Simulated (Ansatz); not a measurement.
In:

```
CELL_PARAMETERS angstrom
-1.88253 1.88253 1.88253
1.88253 -1.88253 1.88253
1.88253 1.88253 -1.88253
ATOMIC_POSITIONS crystal
In 0.00000 0.00000 0.00000
```

This isn't the form of In at room conditions, which is tetragonal.

Base run:

```yaml
Program: Ansatz 0.2.0
Functional: LDA
Potentials_or_basis: all-electron LAPW, scalar-relativistic
Cutoff: 178 eV (chosen from the basis error)
Basis_error_allowed: 0.001 eV/atom
k_mesh: 10 × 10 × 10
Occupations: fermi-dirac, width 0.05 eV
Spin: no spin polarisation
```

Its results: pressure -2.8 GPa.

Task: The run is repeated on the same cell with these changes: functional from LDA to PBEsol. What comes out?

Result: Pressure -1.3 GPa.

PBEsol binds less tightly than LDA, so the same cell stands under more pressure.
